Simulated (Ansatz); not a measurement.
Take a crystal in which Ta has been replaced by V on all its sites, with the cell rescaled by a rough guess (in some cases also distorted within its space group) and nothing relaxed:

```
CELL_PARAMETERS angstrom
0.00000 1.91525 1.91525
1.91525 0.00000 1.91525
1.91525 1.91525 0.00000
ATOMIC_POSITIONS crystal
V 0.00000 0.00000 0.00000
```

Computed with DFT PBE, scalar-relativistic, plane waves, PAW (Ansatz 0.2.0).

Settings: cutoff 420 eV, Γ-centred mesh 18×18×18 on the computed 1-atom cell, Gaussian smearing of 0.10 eV; no spin polarisation.

Q: Will this cell want to expand or contract, and how hard?

A: The pressure is -1.9 GPa (positive in compression), so the cell would contract.

Q: Is it a metal on this mesh?

A: Yes, a band crosses the Fermi level.

This fcc form isn't the element's structure at ambient conditions.